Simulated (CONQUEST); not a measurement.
Crystal: BaTiO3.

```xyz
5
Lattice="3.9998 0.0000 0.0000 0.0000 3.9998 0.0000 0.0000 0.0000 4.0180" Properties=species:S:1:pos:R:3 pbc="T T T"
Ba    0.0000    0.0000    0.0000
Ti    1.9999    1.9999    2.0492
O     1.9999    0.0000    1.9407
O     0.0000    1.9999    1.9407
O     1.9999    1.9999    3.9417
```

- Program: CONQUEST 1.3
- Task: single point
- Functional: PBE
- Potentials or basis: PseudoDojo NC PBE, SZP, grid cutoff 150 Ha
- k mesh: 7 × 7 × 7
- Occupations: fermi-dirac, width 0.05 eV
- Spin: no spin polarisation

On this cell: pressure 6.5 GPa; largest force 0.196 eV/Å; band gap on the k mesh 1.54 eV, indirect (least direct gap 1.77 eV).

The same run follows on a disturbed copy (atoms moved at random, drawn with an rms of 0.05 Å):

```
CELL_PARAMETERS angstrom
3.99980 0.00000 0.00000
0.00000 3.99980 0.00000
0.00000 0.00000 4.01800
ATOMIC_POSITIONS crystal
Ba 0.01538 0.99009 0.00387
Ti 0.50035 0.49689 0.50662
O 0.50045 0.99631 0.48745
O 0.00046 0.51343 0.47837
O 0.49304 0.50648 0.97537
```

What changes?

The energy moves by +10.3 meV/atom; pressure 7.1 GPa; largest force 0.656 eV/Å; band gap on the k mesh 1.56 eV, indirect (least direct gap 1.78 eV).

Forces on the atoms (eV/Å):
```
Ba  -0.477  0.343 -0.292
Ti   0.203 -0.080  0.276
O    0.088  0.483 -0.131
O   -0.067 -0.415  0.090
O    0.268 -0.324  0.021
```

Stress tensor (GPa, compression positive):
```
 6.36 -0.25  0.26
-0.25  6.94 -0.60
 0.26 -0.60  7.95
```

The forces don't sum to zero, so they hold noise of the program's grid.

Caveats: the atomic basis is small; spin-orbit coupling is left out, which moves the levels of the heavy elements; an odd mesh through Γ misses points on the zone boundary, where band edges often lie; the basis of atomic orbitals isn't converged, which shifts pressures, moduli and gaps.
